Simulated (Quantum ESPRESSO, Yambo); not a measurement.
# A GW chain in Yambo: Sb (buckled honeycomb monolayer), part 2 of 3

Aim: the G0W0 gap of Sb (buckled honeycomb monolayer) on PBE, step by step.

Quantum ESPRESSO 7.5 and Yambo 5.3.0; PBE and many-body steps on it, plane waves. Known limits of the many-body steps: not at the basis limit; no spin-orbit coupling.

So far. Step 2 (Ground state): The gap is indirect, with the least direct gap 0.26 eV higher. Step 3 (Bands along the symmetry lines): The gap is 1.297 eV, −0.017 eV from the run before at this level.

## (4) Empty states on the mesh, 6×6×1 mesh, 120 bands

Level of this step: DFT, PBE, plane waves, norm-conserving pseudopotentials (Quantum ESPRESSO).

The sums over transitions need many empty states on a uniform mesh; this step solves for them.

Contents of pw.in:

```
&control
  calculation = 'nscf'
  prefix = 'x'
  outdir = 'o'
  pseudo_dir = 'pseudo'
/
&system
  ibrav = 0
  nat = 2
  ntyp = 1
  ecutwfc = 88.0
  nbnd = 120
  force_symmorphic = .true.
/
&electrons
  conv_thr = 1e-9
  electron_maxstep = 80
  diago_full_acc = .true.
  diago_thr_init = 5e-6
/
ATOMIC_SPECIES
  Sb 121.76 Sb.upf
CELL_PARAMETERS angstrom
  4.1272254436 0.0000000001 0.0000000000
  -2.0636127219 3.5742820813 0.0000000000
  0.0000000000 0.0000000000 14.0000000000
ATOMIC_POSITIONS crystal
  Sb 0.3333333333 0.6666666667 0.4415848827
  Sb 0.6666666667 0.3333333333 0.5584151173
K_POINTS automatic
  6 6 1 0 0 0
```

On the command line:

```console
$ OMP_NUM_THREADS=1 mpirun -n 4 pw.x -nk 4 -in pw.in > pw.out
```

The log of the run:

```text
[banner, memory and clock lines left out]
Program PWSCF v.7.5 starts

     Atomic positions and unit cell read from directory:
     o/x.save/

     Message from routine setup:
     using ibrav=0 with symmetry is DISCOURAGED, use correct ibrav instead

     G-vector sticks info

     bravais-lattice index     =            0
     lattice parameter (alat)  =       7.7993  a.u.
     unit-cell volume          =    1393.7076 (a.u.)^3
     number of atoms/cell      =            2
     number of atomic types    =            1
     number of electrons       =        46.00
     number of Kohn-Sham states=          120
     kinetic-energy cutoff     =      88.0000  Ry
     charge density cutoff     =     352.0000  Ry
     Exchange-correlation= PBE
                           (   1   4   3   4   0   0   0)

     celldm(1)=   7.799326  celldm(2)=   0.000000  celldm(3)=   0.000000
     celldm(4)=   0.000000  celldm(5)=   0.000000  celldm(6)=   0.000000

     crystal axes: (cart. coord. in units of alat)
               a(1) = (   1.000000   0.000000   0.000000 )
               a(2) = (  -0.500000   0.866025   0.000000 )
               a(3) = (   0.000000   0.000000   3.392109 )

     reciprocal axes: (cart. coord. in units 2 pi/alat)
               b(1) = (  1.000000  0.577350 -0.000000 )
               b(2) = ( -0.000000  1.154701  0.000000 )
               b(3) = (  0.000000 -0.000000  0.294802 )
     Pseudo is Norm-conserving + core correction, Zval = 23.0
     Generated using ONCVPSP code by D. R. Hamann
     Using radial grid of 1434 points,  6 beta functions with:
     Sb               23.00   121.76000     Sb( 1.00)

     12 Sym. Ops., with inversion, found

   Cartesian axes

     site n.     atom                  positions (alat units)
         1        Sb     tau(   1) = (  -0.0000000   0.5773503   1.4979042  )
         2        Sb     tau(   2) = (   0.5000000   0.2886751   1.8942051  )

     number of k points=     7
                       cart. coord. in units 2pi/alat
        k(    1) = (   0.0000000   0.0000000   0.0000000), wk =   0.0555556
        k(    2) = (  -0.0000000   0.1924501   0.0000000), wk =   0.3333333
        k(    3) = (  -0.0000000   0.3849002   0.0000000), wk =   0.3333333
        k(    4) = (   0.0000000  -0.5773503   0.0000000), wk =   0.1666667
        k(    5) = (   0.1666667   0.2886751   0.0000000), wk =   0.3333333
        k(    6) = (   0.1666667   0.4811252   0.0000000), wk =   0.6666667
        k(    7) = (   0.3333333   0.5773503   0.0000000), wk =   0.1111111

     Dense  grid:   155503 G-vectors     FFT dimensions: (  48,  48, 160)

     The potential is recalculated from file :
     o/x.save/charge-density

     Starting wfcs are   26 randomized atomic wfcs +   94 random wfcs

     Band Structure Calculation

     End of band structure calculation

          k = 0.0000 0.0000 0.0000 ( 19441 PWs)   bands (ev):

  -143.8141-143.8134 -96.7852 -96.7852 -96.7813 -96.7813 -96.7396 -96.7360
   -28.6434 -28.6434 -28.5729 -28.5729 -28.5295 -28.4680 -28.4680 -28.4333
   -28.3899 -28.3899 -11.3111  -6.3830  -0.6593  -0.0917  -0.0917   1.4860
     2.6985   2.6985   4.3309   4.4300   6.3186   7.2106   7.5753   8.0835
[...]
[... 3 further rows ...]
[...]
k =-0.0000 0.1925 0.0000 ( 19426 PWs)   bands (ev):

  -143.8141-143.8135 -96.7853 -96.7851 -96.7815 -96.7812 -96.7394 -96.7361
[...]
[... 3 further rows ...]
[...]
k =-0.0000 0.3849 0.0000 ( 19432 PWs)   bands (ev):

  -143.8140-143.8136 -96.7855 -96.7846 -96.7820 -96.7810 -96.7388 -96.7367
[...]
[... 3 further rows ...]
    31.3179  31.7369  31.7937  31.9415  32.4510  32.7371  32.8635  32.9201
    33.4498  33.8022  34.0262  34.3666  34.4880  34.9453  35.2744  35.5158

          k = 0.0000-0.5774 0.0000 ( 19432 PWs)   bands (ev):

     [... further k-points ...]

     highest occupied, lowest unoccupied level (ev):    -0.0917    1.2219

     XML data file, pseudopotentials, collected wavefunctions
```

Run time: 45 s. Hardware: 4 MPI ranks of Arm Neoverse V1, shared host; peak memory 1.1 GiB; 3 min of CPU time.

Numbers from this step:

| Quantity | Value |
| --- | --- |
| gap | 1.314 eV |
| k of the valence top | 0, 0, 0 |
| k of the conduction bottom | 0, 0.3333, 0 |
| least direct gap | 1.578 eV |
| k points computed | 7 |
| lowest point of the top converged band, above the valence top | 34.28 eV |

On this mesh the gap is 1.314 eV.

## (5) Conversion and set-up

This step: Yambo 5.3.0; conversion and set-up on PBE, plane waves, norm-conserving pseudopotentials.

The states are converted to the many-body program's format and the q mesh is built.

On the command line:

```console
$ (cd o/x.save; p2y > p2y.log; mv SAVE ../..); yambo > setup.log
```

The log of the run:

```text
 Yambo, version 5.3.0

 [02] CORE Variables Setup
 =========================

  [02.01] Unit cells
  ==================

  Cell kind             :  HCP
  Atoms in the cell     :  Sb
  number of Sb atoms    :  2

  List of atomic masses
  Mass of Sb    :  121.7600

  List of atomic coordinates    : [cc]
  Sb1       : -0.51595E-09   4.5029       11.683      order 1
  Sb2       :   3.89966   2.25147  14.77352  order 2

  Alat factors          :   7.79933   6.75441  26.45617 [a.u.]
  Direct lattice volume :   1393.71    [a.u.]
  Direct lattice vectors:  A[ 1 ]  A[ 2 ]  A[ 3 ]
   A[ 1 ]:   1.0000      0.27978E-10   0.0000      [iru]
    7.7993      0.18897E-09   0.0000      [cc]
   A[ 2 ]: -0.500000  1.000000  0.000000  [iru]
  -3.899663  6.754414  0.000000  [cc]
   A[ 3 ]:  0.000000  0.000000  1.000000  [iru]
    0.00000   0.00000  26.45617  [cc]

  Recip. lattice volume :  0.177979 [a.u.]
  Recip. lattice vectors:  B[ 1 ]  B[ 2 ]  B[ 3 ]
   B[ 1 ]:  1.000000  0.500000  0.000000  [iku]
   0.805606  0.465117 -0.000000  [cc]
   B[ 2 ]: -0.27978E-10   1.0000       0.0000      [iku]
  -0.22539E-10  0.93023       0.0000      [cc]
   B[ 3 ]:  0.000000  0.000000  1.000000  [iku]
   0.000000 -0.000000  0.237494  [cc]

  [02.02] Symmetries
  ==================

  Inversion symmetry    : yes
  Spatial inversion     : yes
  Inversion index       :   7
  K-space Time-reversal : no
  Magnetic symmetries   : no
  Group table correct   : yes
  Symmetries units      :  [cc]

   [S  1]:   1.0000      0.11768E-27   0.0000     -0.21996E-16   1.0000       0.0000       0.0000       0.0000       1.0000
   [S  2]:   1.0000      0.48459E-10   0.0000      0.55955E-10  -1.0000       0.0000       0.0000       0.0000      -1.0000
   [S  3]: -0.500000  0.866025  0.000000 -0.866025 -0.500000  0.000000  0.000000  0.000000  1.000000
[...]
[S 11]:  0.500000  0.866025  0.000000  0.866025 -0.500000  0.000000  0.000000  0.000000  1.000000
   [S 12]:  0.500000 -0.866025  0.000000 -0.866025 -0.500000  0.000000  0.000000  0.000000  1.000000

  [02.03] Reciprocal space
  ========================

  nG shells         :   6835
  nG charge         :  155503
  nG WFs            :  22887
  nC WFs            :  19458
  G-vecs. in first 80 shells:  [ Number ]
     1    3    5    7   13   15   27   39   51
    53   65   67   79   85   97   99  111  123
   135  141  153  165  167  179  191  203  215
[...]
813   825   837   839   851   863   887   899
  ...
  Shell energy in first 80 shells:  [ mHa ]
[...]
4061.05      4118.18      4147.82      4345.24      4410.56      4493.72      4550.84      4599.05      4710.41
    4766.09      4833.58      4909.27      5143.08      5192.01      5198.76      5220.21      5275.89      5304.82
    5313.01      5359.05      5445.83      5527.54      5624.68      5643.24      5652.88      5698.92
  ...

[...]
K/Q-points units:
  rlu = crystal or reduced units; cc = cartesian coordinates; iku = interal k-units

  K [1]          [rlu]:  0.000000  0.000000  0.000000
         WF components:  19441
  K [2]          [rlu]: -0.16919E-26  0.16667       0.0000
         WF components:  19426
  K [3]          [rlu]: -0.33838E-26  0.33333       0.0000
         WF components:  19432
  K [4]          [rlu]:  0.18176E-26 -0.50000       0.0000
         WF components:  19432
  K [5]          [rlu]:  0.166667  0.166667  0.000000
         WF components:  19427
  K [6]          [rlu]:  0.166667  0.333333  0.000000
         WF components:  19416
  K [7]          [rlu]:  0.333333  0.333333  0.000000
         WF components:  19458

  [02.05] Energies & Occupations
  ==============================

  [X] === General ===
  [X] Electronic Temperature                        :  0.000000  0.000000 [eV K]
  [X] Bosonic    Temperature                        :  0.000000  0.000000 [eV K]
  [X] Finite Temperature mode                       : no
  [X] El. density                                   :  0.22273E+24 [cm-3]
  [X] Fermi Level                                   : -0.091652 [eV]

  [X] === Gaps and Widths ===
  [X] Conduction Band Min                           :  1.313505 [eV]
  [X] Valence Band Max                              :  0.000000 [eV]
  [X] Filled Bands                                  :  23
  [X] Empty Bands                                   :   24  120
  [X] Direct Gap                                    :  1.577658 [eV]
  [X] Direct Gap localized at k                     :  1
  [X] Indirect Gap                                  :  1.313505 [eV]
  [X] Indirect Gap between kpts                     :  1  3
  [X] Last valence band width                       :  1.770319 [eV]
  [X] 1st conduction band width                     :  0.892837 [eV]

  E @ K [1]:  [eV]
  -143.7225 -143.7218  -96.6936  -96.6936  -96.6896  -96.6896  -96.6480  -96.6443
[...]
occ @ K [1]
[...]
E @ K [2]:  [eV]
[...]
occ @ K [2]
[...]
E @ K [3]:  [eV]
[...]
occ @ K [3]
[...]
E @ K [4]:  [eV]
[...]
occ @ K [4]
[...]
E @ K [5]:  [eV]
[...]
occ @ K [5]
[...]
E @ K [6]:  [eV]
[...]
occ @ K [6]
[...]
E @ K [7]:  [eV]
[...]
occ @ K [7]
[...]
0.000000  0.000000  0.000000  0.000000  0.000000  0.000000  0.000000  0.000000
   0.000000  0.000000  0.000000  0.000000  0.000000  0.000000  0.000000  0.000000

 [03] Transferred momenta grid and indexing
 ==========================================

 IBZ Q-points                                      :   7
 BZ  Q-points                                      :   36

 K/Q-points units:
 rlu = crystal or reduced units; cc = cartesian coordinates; iku = interal k-units

 Q [1]          [rlu]:  0.000000  0.000000  0.000000
 Q [2]          [rlu]: -0.42332E-17  0.16667       0.0000
 Q [3]          [rlu]: -0.84664E-17  0.33333       0.0000
 Q [4]          [rlu]:  0.12700E-16 -0.50000       0.0000
 Q [5]          [rlu]:  0.166667  0.166667  0.000000
 Q [6]          [rlu]:  0.166667  0.333333  0.000000
 Q [7]          [rlu]:  0.333333  0.333333  0.000000

  [03.01] X indexes
  =================

   [03.01.01] Sigma indexes
   ========================

 [06] Game Over & Game summary
```

Elapsed: 2.7 s, on 1 MPI rank; peak memory 0.26 GiB.

[end of part 2 of 3]

[Paths, hosts, dates, memory and timing lines, banners, echoed tables and standing remarks are left out of the program output.]

[Logs are printed without paths, hosts, clocks, repeated set-up lines and the standing remarks that a program may print on its own settings, such as how far it seeks lower states.]

[Runs of the session that timed out or met a known fault of the program may be left out.]

[Hosts, paths, dates, database ids (printed as entryN), source tags and the programs' standing remarks are cut or masked in the printed files.]
